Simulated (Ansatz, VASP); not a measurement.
Given: the input of a run of VASP 6.6.1 on W (Tungsten). 

INCAR

```
SYSTEM = W
PREC     = Accurate       ! precision mode
ENCUT    = 520            ! plane-wave cutoff, eV
EDIFF    = 1E-7           ! SCF threshold, eV
ISMEAR   = 0              ! smearing method
SIGMA    = 0.05           ! smearing width, eV
LREAL    = .FALSE.        ! projectors in reciprocal space
LASPH    = .TRUE.         ! aspherical terms in the spheres
NELM     = 100            ! most SCF steps
ALGO     = Normal         ! electronic algorithm
ISIF     = 2              ! what is computed and relaxed
LWAVE    = .FALSE.        ! write WAVECAR
LCHARG   = .FALSE.        ! write CHGCAR
GGA      = RP             ! functional
NBANDS   = 13             ! bands
```

Contents of KPOINTS:

```
Automatic mesh
0
G
  12 12 12
  0 0 0
```

File POSCAR:

```
W
1.0
   -1.5823450000      1.5823450000      1.5823450000
    1.5823450000     -1.5823450000      1.5823450000
    1.5823450000      1.5823450000     -1.5823450000
W
1
Cartesian
    0.0000000000      0.0000000000      0.0000000000
```

Potentials or basis: VASP PAW PBE potentials, release 54 (W_sv).

The run is started by

```bash
$ cat potpaw_PBE.54/W_sv/POTCAR > POTCAR
$ mpirun -np 1 vasp_std > vasp.out
```

Q: Set up the same calculation for Ansatz 0.2.0. Potentials or basis there: all-electron LAPW, scalar-relativistic.

A: As run (cutoffs and basis follow the program's own potentials, and thresholds, step limits or extra output files can differ):

input.yaml

```yaml
crystal:
  lattice:
    - [-1.582345, 1.582345, 1.582345]
    - [1.582345, -1.582345, 1.582345]
    - [1.582345, 1.582345, -1.582345]
  atoms:
    - { symbol: W, position: [0.0, 0.0, 0.0] }
kpoints:
  mp_grid: { grid: [12, 12, 12] }
scf:
  occupations: { method: gaussian, width: 0.05 }
hamiltonian:
  xc: rpbe
  pseudopotentials: { kind: all_electron, lapw: { basis_error: 0.001 } }
output:
  forces: true
  stress: true
  eigenvalues: true
```

Potentials or basis: all-electron LAPW, scalar-relativistic.

Command:

```sh
$ ansatz run input.yaml --threads 1 --pin off --max-ram 3072MiB --backend cpu --events-out ev --progress --plain --runs-dir out
```

Both were run:

|  | VASP | Ansatz |
| --- | --- | --- |
| Pressure | 10.4 GPa | 9.9 GPa |

VASP's potentials were made for PBE.

Where Ansatz's input types no cutoff or centring, it takes its own default and a Γ-centred mesh.

The cell lies far from this level's equilibrium.

Pressure is positive in compression.
